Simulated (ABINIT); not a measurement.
Runs of ABINIT 10.8.3 (patched build) on TiTe2. It takes space group P-3m1 (No. 164, trigonal). The conventional cell has a = 3.777 Å, b = 3.777 Å, c = 6.498 Å, α = 90.00°, β = 90.00°, γ = 120.00°. Te (site symmetry 3m) has 3 Ti at 2.77 Å as nearest neighbours. Ti (site symmetry -3m) has 6 Te at 2.77 Å as nearest neighbours. 

| task | level | potentials or basis | k mesh | mesh quality | gap on the mesh (eV) | pressure (GPa) | largest force (eV/Å) |
| --- | --- | --- | --- | --- | --- | --- | --- |
| band structure | WC | JTH PAW PBE v2.0 | 8 × 8 × 4 | not flagged | none | -1.8 | 0.07 |
| single point | LDA | JTH PAW LDA v2.0 | 5 × 5 × 2 | coarse | none | (a) | 0.35 |
| band structure | BP86 | JTH PAW PBE v2.0 | 8 × 8 × 4 | not flagged | none | 1.7 | 0.01 |
| band structure | PW91 | JTH PAW PBE v2.0 | 8 × 8 × 4 | not flagged | none | (b) | 0.01 |

Alike in all rows: no spin polarisation; cell as given; cutoff (eV) 408; smearing fermi-dirac 0.05 eV.

**Question.** Fill in the values left out.

**Answer.** (a) -3.8; (b) 1.1.

Caveats: some runs use coarse meshes; the PAW data sets were made with another functional, which shifts forces and pressure a little (some runs); spin-orbit coupling is left out, which moves the levels of the heavy elements (some runs); this functional lacks dispersion, which binds the layers, so the pressure and a relaxed spacing across them are unreliable (some runs).

A k mesh can miss the band edges, and the runs leave out spin-orbit coupling on Te.

A gap of «none» marks a metal or a gap under the smearing width.

Runs at the PBE level aren't shown here.
